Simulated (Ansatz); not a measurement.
The system is SnTe.

```
CELL_PARAMETERS angstrom
0.00000 3.61115 3.61115
3.61115 0.00000 3.61115
3.61115 3.61115 0.00000
ATOMIC_POSITIONS crystal
Te 0.25000 0.25000 0.25000
Sn 0.00000 0.00000 0.00000
```

Measurements of this composition are mostly on another form, of space group No. 225.

Base run:

- Program: Ansatz 0.2.0
- Functional: PBE0
- Potentials or basis: all-electron PAW datasets made for the crystal
- Cutoff: 270 eV (chosen from the basis error)
- k mesh: 6 × 6 × 6
- Occupations: fermi-dirac, width 0.05 eV
- Spin: no spin polarisation

Its results: band gap on the k mesh 1.18 eV, indirect (least direct gap 1.80 eV); pressure -0.5 GPa.

Task: The run is repeated on the same cell with these changes: functional from PBE0 to HSE06. What comes out?

Result: Band gap on the k mesh 0.59 eV, indirect (least direct gap 1.16 eV); pressure -0.5 GPa.

Caveats: spin-orbit coupling is left out, which moves the levels of the heavy elements.

A k mesh can miss the band edges.
